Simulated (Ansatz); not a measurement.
Crystal: I.

```
I
1.0
     3.63503   -2.39502    0.00000
     3.63503    2.39502    0.00000
     0.00000    0.00000    9.79344
I
4
Direct
  0.64930 0.35070 0.38440
  0.14930 0.85070 0.11560
  0.35070 0.64930 0.61560
  0.85070 0.14930 0.88440
```

Base run:

* Program: Ansatz 0.2.0
* Functional: HSE06 form with a typed share of exact exchange
* Potentials or basis: Ansatz PAW
* Cutoff: 420 eV (not typed: the program's choice for these potentials)
* k mesh: 4 × 4 × 2
* Occupations: fermi-dirac, width 0.05 eV
* Spin: no spin polarisation

Its results: band gap on the k mesh 2.16 eV, indirect (least direct gap 2.37 eV); pressure 1.0 GPa; largest force 0.295 eV/Å.

Question: After a change of settings the same cell gave: band gap on the k mesh 2.74 eV, indirect (least direct gap 3.00 eV); pressure 0.6 GPa; largest force 0.041 eV/Å. Which change was it?
A. share of exact exchange from 0.25 to 0.5
B. share of exact exchange from 0.25 to 0.4
C. share of exact exchange from 0.25 to 0.3
D. screening (1/å) from 0.2 to 0.4

Answer: B.

Caveats: spin-orbit coupling is left out, which moves the levels of the heavy elements; the PAW data sets come from PBE, with cores solved anew for the run's functional, which leaves a small shift of forces and pressure; the thresholds are loose for stress.
